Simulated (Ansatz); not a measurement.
## NiO

Method: PBE+U (U_eff = 6.2 eV on Ni 3d), scalar-relativistic; collinear spin; PAW, 420 eV, Γ-centred 8×8×8 mesh, 0.05 eV Gaussian smearing; code Ansatz; PAW files: Ansatz's generated set soft_2.

```
CELL_PARAMETERS angstrom
0.00000 2.13384 2.13384
2.13384 0.00000 2.13384
2.13384 2.13384 0.00000
ATOMIC_POSITIONS crystal
Ni 0.00000 0.00000 0.00000
O 0.50000 0.50000 0.50000
```

The chain of runs began from a cell as deposited in COD, expanded in volume.

Starting moments: Ni 1.9 μB on each such atom, all parallel.

The open shells were started in several ways at this geometry:
- carried from the relaxation
- from atoms, symmetry kept, no search for lower states
- from atoms, default search
- from atoms, wider search

Do they end in different states?

No. All 4 end within 0.5 meV/atom, with a gap of 1.94 eV, spin moments Ni 1.74; O 0.19 μB and occupations Ni1 up: 1.00 1.00 1.00 1.00 1.00; Ni1 down: 0.12 0.12 1.00 1.00 1.00.

With a Hubbard U or exact exchange the result depends on the state in which the open shell ends, and a lower one can't be excluded. Site moments are of spin, integrated over atomic spheres.
